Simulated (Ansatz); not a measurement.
Relaxation of I

All numbers below come from Ansatz, DFT PBE+D3(BJ), scalar-relativistic, plane waves, PAW. (420 eV cutoff, 8×8×4 k-mesh, Gaussian smearing of 0.02 eV, no spin polarisation)

What was changed in F: F → I on all its sites, cell and atoms relaxed.

Input:

```yaml
crystal:
  lattice:
    - [3.6779877837, -2.2195993412, 0.3753238475]
    - [3.6779877837, 2.2195993412, 0.3753238475]
    - [-1.1716410231, 0.0, 9.723349094]
  atoms:
    - { symbol: I, position: [0.8360443085, 0.6639413826, 0.1224621882] }
    - { symbol: I, position: [0.3360586174, 0.1639556915, 0.3775378118] }
    - { symbol: I, position: [0.1639556915, 0.3360586174, 0.8775378118] }
    - { symbol: I, position: [0.6639413826, 0.8360443085, 0.6224621882] }
basis:
  ecutwfc: 420
kpoints:
  mp_grid: { grid: [8, 8, 4] }
hamiltonian:
  xc: pbe
  dispersion: d3bj
scf:
  occupations: { method: gaussian, width: 0.02 }
output:
  forces: true
  stress: true
  eigenvalues: true
relax:
  adjacent_minimum: "off"
  f_tol: 0.01
  max_steps: 60
  cell: { stress_tol: 0.1 }
```

F is the free energy. Steps run on the plane waves of an earlier cell, but the last one, and at times one on the way, on a freshly chosen basis, so a repeated geometry can differ a little in energy.

Steps:

| step | F − F(1) (eV) | largest force component (eV/Å) | V (Å³/atom) | P (GPa) |
| --- | --- | --- | --- | --- |
| 1 | 0.0000 | 0.051 | 40.177 | -0.05 |
| 2 | -0.0024 | 0.065 | 39.746 | -0.03 |
| 3 | -0.0043 | 0.010 | 39.732 | -0.01 |
| 4 | -0.0047 | 0.009 | 39.707 | 0.01 |
| 5 | -0.0052 | 0.004 | 39.710 | 0.02 |
| 6 | -0.0050 | 0.004 | 39.710 | 0.02 |

Relaxed structure:

```xyz
4
Lattice="3.6537 -2.2391 0.4002 3.6537 2.2391 0.4002 -1.0844 0.0000 9.5889" Properties=species:S:1:pos:R:3 pbc="T T T"
I     5.3474   -0.3527    1.7748
I     1.4179   -0.3527    3.8200
I     0.8757    0.3527    8.6145
I     4.8052    0.3527    6.5693
```

The structure is monoclinic, space group C2/c (No. 15). Conventional cell: a = 7.351 Å, b = 4.478 Å, c = 9.650 Å, α = 90.00°, β = 90.20°, γ = 90.00°. I (site symmetry 1) is surrounded by 1 I at 2.82 Å.

The run converged. The run took roughly 3 core-minutes.